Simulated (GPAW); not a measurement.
TePb:

```xyz
2
Lattice="0.0000 3.2310 3.2310 3.2310 0.0000 3.2310 3.2310 3.2310 0.0000" Properties=species:S:1:pos:R:3 pbc="T T T"
Pb    0.0000    0.0000    0.0000
Te    3.2310    3.2310    3.2310
```

* Program: GPAW 26.7.0
* Task: relaxation of cell and atoms
* Functional: RPBE
* Dispersion: D3(BJ)
* Potentials or basis: the program's PAW data sets (release 1.2.1) made for this functional
* Cutoff: 600 eV
* Basis: pw
* k mesh: 7 × 7 × 7
* Occupations: fermi-dirac, width 0.05 eV
* Spin: no spin polarisation

At the start: pressure -10.7 GPa; volume 33.73 Å³/atom.

**Question.** Where does the relaxation end?

**Answer.** Over 6 steps the energy falls by 290.3 meV/atom and the volume is 26.75 Å³/atom (-20.7 %); space group Fm-3m (No. 225, to 0.05 Å).

The path:
```tsv
step	energy change (eV)	largest force (eV/Å)	pressure (GPa)	volume (Å³)
1	0.0000	0.0000	-10.71	67.46
2	-0.2016	0.0000	-9.51	64.28
3	-0.4855	0.0000	7.76	49.27
4	-0.5754	0.0000	-1.50	54.58
5	-0.5805	0.0000	-0.15	53.60
6	-0.5806	0.0000	0.00	53.49
```

Final structure:
```
Pb Te
1.0
     0.00000    2.99060    2.99060
     2.99060    0.00000    2.99060
     2.99060    2.99060    0.00000
Pb Te
1 1
Direct
  0.00000 0.00000 0.00000
  0.50000 0.50000 0.50000
```

Caveat: later steps reuse the first step's grids; the volume moved by over 15 % at a fixed basis, so the end points are rough.
